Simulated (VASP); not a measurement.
**Line-ups at interfaces of ZnSe**

How do the bands of GaAs, ZnS, CdSe and CdS, strained to ZnSe, line up with those of ZnSe?

Calculated with VASP 6.6.1; LDA; plane waves and PAW (Zn, Se), in the first sound run; inputs show where later runs differ.

Report form: the programs' logs are mostly left out.

**1. Starting point**

It takes space group F-43m (No. 216, cubic). The conventional cell has a = 5.668 Å, b = 5.668 Å, c = 5.668 Å, α = 90.00°, β = 90.00°, γ = 90.00°. Nearest to Zn lie 4 Se at 2.45 Å. Se has 4 Zn at 2.45 Å nearest. Farther neighbours and most contacts between anions are not listed.

Coordinates:

```xyz
4
Lattice="4.0079 0.0000 0.0000 0.0000 5.6680 0.0000 0.0000 0.0000 4.0079" Properties=species:S:1:pos:R:3 pbc="T T T"
Zn    0.0000    0.0000    0.0000
Zn    2.0039    2.8340    2.0039
Se    2.0039    1.4170    0.0000
Se    0.0000    4.2510    2.0039
```

**2. Relax the substrate crystal, LDA**

The substrate sets the in-plane lattice.

This step took 2 runs in a row; the last is shown.

Level: LDA; plane waves and PAW (Zn, Se).

INCAR reads:

```
SYSTEM = ZnSe
PREC = Accurate
ENCUT = 420
EDIFF = 1E-07
NELM = 120
ISMEAR = 0
SIGMA = 0.02
LREAL = .FALSE.
ALGO = Normal
GGA = CA
NBANDS = 24
LASPH = .TRUE.
LORBIT = 11
LWAVE = .FALSE.
LCHARG = .FALSE.
KPAR = 16
IBRION = 2
NSW = 40
ISIF = 3
EDIFFG = -0.005
POTIM = 0.4
```

POSCAR reads:

```
ZnSe
1.0
    3.9410435148      0.0000000000      0.0000000000
    0.0000000000      5.5729574648      0.0000000000
    0.0000000000      0.0000000000      3.9410435148
Zn Se
2 2
Direct
    0.0000000000      0.0000000000      0.0000000000
    0.5000000000      0.5000000000      0.5000000000
    0.5000000000      0.2500000000      0.0000000000
    0.0000000000      0.7500000000      0.5000000000
```

KPOINTS reads:

```
Automatic mesh
0
Gamma
7 5 7
0 0 0
```

Potentials, in the order of the species: Zn and Se (LDA family, release 64).

Launch:

```bash
$ mpirun -np 16 vasp_std
```

The job ended after 9 s (16 MPI ranks of AMD EPYC 7R43, shared host; peak memory 2.6 GiB).

Numbers from this step:

```
energy(sigma→0) of the program : -14.7426 eV
stress, compression positive   : xx, yy, zz 0.01, -0.01, 0.01 GPa
volume                         : 86.502 Å³
ionic steps                    : 2
```

**3. Bulk band edges, LDA**

A bulk run places the substrate's levels against the mean potential at its cores.

Level: LDA; plane waves and PAW (Zn, Se); cell typed or built by script.

INCAR reads:

```
SYSTEM = ZnSe
PREC = Accurate
ENCUT = 420
EDIFF = 1E-06
NELM = 100
ISMEAR = 0
SIGMA = 0.02
LREAL = .FALSE.
ALGO = Normal
GGA = CA
NBANDS = 23
LASPH = .TRUE.
LWAVE = .FALSE.
LCHARG = .FALSE.
KPAR = 16
```

POSCAR reads:

```
ZnSe
1.0
    3.9403321597      0.0000000000      0.0000000000
    0.0000000000      5.5713423705      0.0000000000
    0.0000000000      0.0000000000      3.9403321597
Zn Se
2 2
Direct
    0.0000000000      0.0000000000      0.0000000000
    0.5000000000      0.5000000000      0.5000000000
    0.5000000000      0.2500000000      0.0000000000
    0.0000000000      0.7500000000      0.5000000000
```

KPOINTS is that of step 2.

KPOINTS_OPT reads:

```
Line mode
6
Line-mode
Reciprocal
  0.00000000  -0.35000000   0.00000000
  0.00000000  -0.05000000   0.00000000

  0.32500000   0.00000000   0.32500000
  0.49500000   0.00000000   0.49500000

  0.00000000   0.49500000   0.49500000
  0.49500000   0.49500000   0.00000000
```

Launch:

```bash
$ mpirun -np 16 vasp_std
```

It took 7.4 s on 16 MPI ranks; peak memory 2.8 GiB; 86 s of CPU time.

Read from the output:

```
energy(sigma→0) of the program : -14.7425 eV
stress, compression positive   : xx, yy, zz 0.00, -0.01, 0.00 GPa
```

The run ends at a pressure of 0.00 GPa.

**4. Bulk band edges, HSE06**

At this level only the shift of the substrate's edges against the mean potential of the cell is used.

Level: HSE06; plane waves and PAW (Zn, Se); cell typed or built by script.

INCAR reads:

```
SYSTEM = ZnSe
PREC = Accurate
ENCUT = 420
EDIFF = 1E-06
NELM = 100
ISMEAR = 0
SIGMA = 0.02
LREAL = .FALSE.
ALGO = Normal
LHFCALC = .TRUE.
AEXX = 0.25
GGA = PE
HFSCREEN = 0.2
LASPH = .TRUE.
NBANDS = 23
PRECFOCK = Fast
LWAVE = .FALSE.
LCHARG = .FALSE.
KPAR = 4
```

POSCAR is that of step 3.

KPOINTS reads:

```
Automatic mesh
0
Gamma
4 3 4
0 0 0
```

KPOINTS_OPT is that of step 3.

Launch:

```bash
$ mpirun -np 16 vasp_std
```

Wall time 2.5 min (16 MPI ranks); peak memory 3.6 GiB.

This run gave:

* energy(sigma→0) of the program: -14.7923 eV

**5. Bulk band edges, HSE06 with spin-orbit coupling**

Level: HSE06, spin-orbit coupling; plane waves and PAW (Zn, Se); cell typed or built by script.

Changes to INCAR since step 4:

```diff
@@ -14,3 +14,7 @@
 LASPH = .TRUE.
-NBANDS = 23
+LNONCOLLINEAR = .TRUE.
+MAGMOM = 0 0 0 0 0 0 0 0 0 0 0 0
+NBANDS = 46
+GGA_COMPAT = .FALSE.
+LSORBIT = .TRUE.
 PRECFOCK = Fast
```

POSCAR is that of step 4.

KPOINTS is that of step 4.

KPOINTS_OPT is that of step 4.

Launch:

```bash
$ mpirun -np 16 vasp_ncl
```

Elapsed: 13 min, on 16 MPI ranks; peak memory 5.6 GiB; 3.1 h of CPU time.

This run gave:

```
energy(sigma→0) of the program : -14.8359 eV
```

**6. Relax the partner on the substrate's cell, LDA**

One member in full, ZnS: held to the substrate's in-plane cell, its height is moved until the normal stress is near zero, five times at most.

This step took 5 runs, each at a new trial strain with the atoms of the one before; the last is shown.

Level: LDA; plane waves and PAW (Zn, S); cell typed or built by script.

System, named by how it was started: ZnS. The structure is orthorhombic, space group Imm2 (No. 44). Conventional cell: a = 3.620 Å, b = 3.940 Å, c = 5.571 Å, α = 90.00°, β = 90.00°, γ = 90.00°. Zn has 4 S at 2.33 to 2.37 Å nearest. Nearest to S lie 4 Zn at 2.33 to 2.37 Å. Farther neighbours and most contacts between anions are not listed.

INCAR reads:

```
SYSTEM = ZnS
PREC = Accurate
ENCUT = 420
EDIFF = 1E-07
NELM = 120
ISMEAR = 0
SIGMA = 0.02
LREAL = .FALSE.
ALGO = Normal
GGA = CA
NBANDS = 24
LASPH = .TRUE.
LORBIT = 11
LWAVE = .FALSE.
LCHARG = .FALSE.
KPAR = 4
IBRION = 1
NSW = 25
ISIF = 2
EDIFFG = -0.004
POTIM = 0.3
```

POSCAR reads:

```
ZnS
1.0
    3.9403321600      0.0000000000      0.0000000000
    0.0000000000      5.5713423700      0.0000000000
    0.0000000000      0.0000000000      3.6201818100
Zn S
2 2
Direct
    0.0000000000      0.0062842213      0.0000000000
    0.5000000000      0.5062842213      0.5000000000
    0.5000000000      0.2437157787      0.0000000000
    0.0000000000      0.7437157787      0.5000000000
```

KPOINTS reads:

```
Automatic mesh
0
Gamma
7 5 7
0 0 0
```

PAW data sets: Zn and S (LDA family, release 64).

Launch:

```bash
$ mpirun -np 4 vasp_std
```

It took 15 s on 4 MPI ranks; peak memory 0.59 GiB; 57 s of CPU time.

Numbers from this step:

- energy(sigma→0) of the program: -16.2311 eV
- stress, compression positive: xx, yy, zz -8.54, -6.53, 0.00 GPa
- ionic steps: 1

**7. Bulk band edges, LDA**

A bulk run places the partner's levels against the mean potential at its cores.

Level: LDA; plane waves and PAW (Zn, S); cell typed or built by script.

INCAR reads:

```
SYSTEM = ZnS
PREC = Accurate
ENCUT = 420
EDIFF = 1E-06
NELM = 100
ISMEAR = 0
SIGMA = 0.02
LREAL = .FALSE.
ALGO = Normal
GGA = CA
NBANDS = 23
LASPH = .TRUE.
LWAVE = .FALSE.
LCHARG = .FALSE.
KPAR = 4
```

POSCAR is that of step 6.

KPOINTS is that of step 6.

KPOINTS_OPT is that of step 5.

Launch:

```bash
$ mpirun -np 4 vasp_std
```

Run time: 16 s. Hardware: 4 MPI ranks; peak memory 0.74 GiB.

This run gave:

```
energy(sigma→0) of the program : -16.2311 eV
stress, compression positive   : xx, yy, zz -8.51, -6.51, 0.03 GPa
```

The run ends at a pressure of -5.00 GPa, with forces up to 0.0025 eV/Å.

**8. Bulk band edges, HSE06**

At this level only the shift of the partner's edges against the mean potential of the cell is used.

Level: HSE06; plane waves and PAW (Zn, S); cell typed or built by script.

Changes to INCAR since step 7:

```diff
@@ -9,5 +9,9 @@
 ALGO = Normal
-GGA = CA
+LHFCALC = .TRUE.
+AEXX = 0.25
+GGA = PE
+HFSCREEN = 0.2
+LASPH = .TRUE.
 NBANDS = 23
-LASPH = .TRUE.
+PRECFOCK = Fast
 LWAVE = .FALSE.
```

POSCAR is that of step 7.

KPOINTS reads:

```
Automatic mesh
0
Gamma
4 3 4
0 0 0
```

KPOINTS_OPT is that of step 7.

Launch:

```bash
$ mpirun -np 4 vasp_std
```

Wall time 6.8 min (4 MPI ranks); peak memory 1.1 GiB.

Numbers from this step:

```
energy(sigma→0) of the program : -16.6862 eV
```

**9. Bulk band edges, HSE06 with spin-orbit coupling**

Level: HSE06, spin-orbit coupling; plane waves and PAW (Zn, S); cell typed or built by script.

Changes to INCAR since step 8:

```diff
@@ -14,3 +14,7 @@
 LASPH = .TRUE.
-NBANDS = 23
+LNONCOLLINEAR = .TRUE.
+MAGMOM = 0 0 0 0 0 0 0 0 0 0 0 0
+NBANDS = 46
+GGA_COMPAT = .FALSE.
+LSORBIT = .TRUE.
 PRECFOCK = Fast
```

POSCAR is that of step 8.

KPOINTS is that of step 8.

KPOINTS_OPT is that of step 8.

Launch:

```bash
$ mpirun -np 4 vasp_ncl
```

Elapsed: 57 min, on 4 MPI ranks; peak memory 2.5 GiB.

This run gave:

| Quantity | Value |
| --- | --- |
| energy(sigma→0) of the program | -16.6954 eV |

**10. Relax the interface, LDA**

Superlattice of 12 atoms of ZnSe and 12 of ZnS on the ZnSe lattice. Atoms relax, and the height is moved while the normal stress exceeds 0.4 GPa, three times at most, by secant steps.

This step took 3 runs in a row; the last is shown.

Level: LDA; plane waves and PAW (Zn, Se, S).

System, named by how it was started: ZnSe/ZnS (110). The cell holds 24 atoms: 12 Zn, 6 Se and 6 S. Its edges and angles: a = 3.940 Å, b = 5.571 Å, c = 22.680 Å, α = 90.0°, β = 90.0°, γ = 90.0°. It derives from ZnSe. Superlattice of 12 atoms of ZnSe and 12 of ZnS on the ZnSe lattice. The structure's axis is c.

INCAR reads:

```
SYSTEM = Zn2SeS
PREC = Normal
ENCUT = 420
EDIFF = 1E-05
NELM = 120
ISMEAR = 0
SIGMA = 0.05
LREAL = Auto
ALGO = Fast
GGA = CA
NBANDS = 133
LASPH = .TRUE.
LORBIT = 11
LWAVE = .FALSE.
LCHARG = .FALSE.
KPAR = 2
NCORE = 2
IBRION = 2
NSW = 60
ISIF = 2
EDIFFG = -0.03
POTIM = 0.4
MAXMIX = 40
ISYM = 2
```

POSCAR reads:

```
Zn2SeS
1.0
    3.9403321600      0.0000000000      0.0000000000
    0.0000000000      5.5713423700      0.0000000000
    0.0000000000      0.0000000000     22.6799949094
Zn Se S
12 6 6
Direct
    0.0000000000      0.9931807374      0.9971969334
    0.5000000000      0.4979901136      0.0858228657
    0.0000000000      0.9993360804      0.1722874908
    0.5000000000      0.4993360804      0.2594266062
    0.0000000000      0.9979901136      0.3458912303
    0.5000000000      0.4931807374      0.4345171626
    0.0000000000      0.0124357026      0.5174057041
    0.5000000000      0.5077195236      0.5956483943
    0.0000000000      0.0053729238      0.6762685048
    0.5000000000      0.5053729238      0.7554455922
    0.0000000000      0.0077195236      0.8360657027
    0.5000000000      0.5124357026      0.9143083919
    0.5000000000      0.2481213583      0.9989431582
    0.0000000000      0.7498310246      0.0853567668
    0.5000000000      0.2498075593      0.1726000485
    0.0000000000      0.7498075593      0.2591140485
    0.5000000000      0.2498310246      0.3463573292
    0.0000000000      0.7481213583      0.4327709378
    0.5000000000      0.2459204193      0.5161335089
    0.0000000000      0.7454692814      0.5960830242
    0.5000000000      0.2448152756      0.6755069923
    0.0000000000      0.7448152756      0.7562071047
    0.5000000000      0.2454692814      0.8356310728
    0.0000000000      0.7459204193      0.9155805871
```

KPOINTS reads:

```
Automatic mesh
0
Gamma
6 4 1
0 0 0
```

Potentials, in the order of the species: Zn, Se and S (LDA family, release 64).

Launch:

```bash
$ mpirun -np 4 vasp_std
```

Wall time 2.5 min (4 MPI ranks); peak memory 1.1 GiB.

Numbers from this step:

| Item | Value |
| --- | --- |
| energy(sigma→0) of the program | -92.9305 eV |
| stress, compression positive | xx, yy, zz -4.08, -3.16, -0.06 GPa |
| ionic steps | 3 |

**11. Potential of the interface, LDA**

The core potentials in the middle of each layer tie the two bulk scales together.

Level: LDA; plane waves and PAW (Zn, Se, S).

INCAR reads:

```
SYSTEM = Zn2SeS
PREC = Accurate
ENCUT = 420
EDIFF = 1E-06
NELM = 120
ISMEAR = 0
SIGMA = 0.05
LREAL = .FALSE.
ALGO = Normal
GGA = CA
NBANDS = 161
LASPH = .TRUE.
LORBIT = 11
LWAVE = .FALSE.
LCHARG = .TRUE.
KPAR = 2
NCORE = 2
LVHAR = .TRUE.
NEDOS = 1500
```

POSCAR reads:

```
Zn2SeS
1.0
    3.9403321600      0.0000000000      0.0000000000
    0.0000000000      5.5713423700      0.0000000000
    0.0000000000      0.0000000000     22.6799949094
Zn Se S
12 6 6
Direct
    0.0000000000      0.9936251757      0.9972203453
    0.5000000000      0.4984735337      0.0858149279
    0.0000000000      0.9996255234      0.1722340368
    0.5000000000      0.4996255234      0.2594800602
    0.0000000000      0.9984735337      0.3458991681
    0.5000000000      0.4936251757      0.4344937507
    0.0000000000      0.0129126827      0.5173976416
    0.5000000000      0.5083562871      0.5956892895
    0.0000000000      0.0060153626      0.6762574181
    0.5000000000      0.5060153626      0.7554566789
    0.0000000000      0.0083562871      0.8360248075
    0.5000000000      0.5129126827      0.9143164544
    0.5000000000      0.2475116098      0.9989511746
    0.0000000000      0.7491373628      0.0853717532
    0.5000000000      0.2492145736      0.1726100129
    0.0000000000      0.7492145736      0.2591040841
    0.5000000000      0.2491373628      0.3463423428
    0.0000000000      0.7475116098      0.4327629214
    0.5000000000      0.2455809258      0.5161800036
    0.0000000000      0.7450955480      0.5961421068
    0.5000000000      0.2444514146      0.6754939324
    0.0000000000      0.7444514146      0.7562201646
    0.5000000000      0.2450955480      0.8355719902
    0.0000000000      0.7455809258      0.9155340924
```

KPOINTS is that of step 10.

Launch:

```bash
$ mpirun -np 4 vasp_std
```

Run time: 5.3 min. Hardware: 4 MPI ranks; peak memory 1.5 GiB.

Numbers from this step:

- energy(sigma→0) of the program: -92.9345 eV
- stress, compression positive: xx, yy, zz -4.09, -3.15, -0.03 GPa

By hand, at LDA: the valence top lies 51.818 eV above the mean core potential (averaged over elements) in bulk ZnSe and 65.547 eV in strained ZnS. In the interface cell the mean core potential in the middle of ZnS less that in the middle of ZnSe is -13.986 eV. The valence offset is 65.547 − 51.818 + (-13.986) = -0.26 eV.

**12. The table**

Hybrid runs start from orbitals of a short LDA run, not shown.

Runs beyond LDA use the data sets made with LDA; this shifts their levels slightly, and their total energies have another zero.

The other members went through these steps as far as the tables show, with one cutoff; 43 runs are not shown. The session took 26 core hours (wall time by ranks) on a shared machine.

Line-up of core potentials from the interface at LDA; other levels change the bulk edges alone, each counted from the mean potential of its bulk cell. Gaps of the substrate: LDA 1.28 eV, HSE06 2.66 eV, HSE06 with spin-orbit coupling 2.52 eV.

| partner | atoms | mean in-plane stress of the strained partner, tension positive (GPa) | gap of the whole cell (eV) | largest spread of the line-up between elements of one side (eV) |
| --- | --- | --- | --- | --- |
| GaAs | 24 | -1.0 | 0.59 | 0.01 |
| ZnS | 24 | 7.5 | 1.29 | 0.00 |
| CdSe | 24 | -5.2 | 0.46 | 0.01 |
| CdS | 24 | -3.0 | 0.97 | 0.01 |

At LDA:

| partner | valence-band top of the partner above the substrate's, LDA (eV) | conduction-band bottom of the partner above the substrate's, LDA (eV) | gap of the strained partner, LDA (eV) |
| --- | --- | --- | --- |
| GaAs | 0.78 | 0.05 | 0.55 |
| ZnS | -0.26 | -0.09 | 1.44 |
| CdSe |  |  | 0.10 |
| CdS | -0.19 | -0.59 | 0.88 |

A blank entry does not apply, was not run or did not finish.

At HSE06:

| partner | valence-band top of the partner above the substrate's, HSE06 (eV) | conduction-band bottom of the partner above the substrate's, HSE06 (eV) | gap of the strained partner, HSE06 (eV) |
| --- | --- | --- | --- |
| GaAs | 1.00 | 0.02 | 1.68 |
| ZnS | -0.35 | -0.13 | 2.88 |
| CdSe | 0.52 | -0.89 | 1.25 |
| CdS | -0.23 | -0.69 | 2.20 |

At HSE06 with spin-orbit coupling:

| partner | valence-band top of the partner above the substrate's, HSE06 with spin-orbit coupling (eV) | conduction-band bottom of the partner above the substrate's, HSE06 with spin-orbit coupling (eV) | gap of the strained partner, HSE06 with spin-orbit coupling (eV) |
| --- | --- | --- | --- |
| GaAs | 0.97 | 0.02 | 1.56 |
| ZnS | -0.49 | -0.13 | 2.88 |
| CdSe | 0.43 | -0.89 | 1.19 |
| CdS | -0.37 | -0.69 | 2.19 |

**13. What came out**

| Property | Result |
| --- | --- |
| GaAs, HSE06 with spin-orbit coupling | valence +0.97 eV, conduction +0.02 eV |
| ZnS, HSE06 with spin-orbit coupling | valence -0.49 eV, conduction -0.13 eV |
| CdSe, HSE06 with spin-orbit coupling | valence +0.43 eV, conduction -0.89 eV |
| CdS, HSE06 with spin-orbit coupling | valence -0.37 eV, conduction -0.69 eV |

In words: For CdSe one side or both have under 0.15 eV of gap at LDA, the level of the run that fixes the line-up, which makes these offsets less sure. No offsets are given where the strained partner has under 0.15 eV of gap: CdSe at LDA. GaAs at HSE06 with spin-orbit coupling: one pair of edges is level within 0.05 eV. ZnS at HSE06 with spin-orbit coupling: the edges are staggered (type II). CdSe at HSE06 with spin-orbit coupling: its gap lies inside the substrate's (type I). CdS at HSE06 with spin-orbit coupling: the edges are staggered (type II). Going from LDA to HSE06 with spin-orbit coupling moves the valence offsets of GaAs, ZnS and CdS by -0.23 to 0.20 eV. Offsets and overlaps of about 0.3 eV or less are within the errors that the gaps of this level can carry, so their sign, and the type with it, is not secure. ZnS, CdSe and CdS are under more than 3 GPa of in-plane stress along one axis or both, more than a thick film would hold. Levels beyond the first ran on coarser meshes, which moves edges by some hundredths of an eV. The bounds that sort cases in this text are picked. The interfaces are ideal and a few layers thick: no intermixing, defects or band bending. All crystals are in the zinc-blende or diamond form.

[Lines on the potential files, build, host, timing and source positions are cut from VASP's logs without a mark.]

[Logs are printed without paths, hosts, clocks, repeated set-up lines and the standing remarks that a program may print on its own settings, such as how far it seeks lower states.]

[Hosts, paths, dates, database ids (printed as entryN), source tags and the programs' standing remarks are cut or masked in the printed files.]

[In band tables of VASP the shares of atoms and orbitals are scaled to a sum of 1 inside the atoms' spheres.]
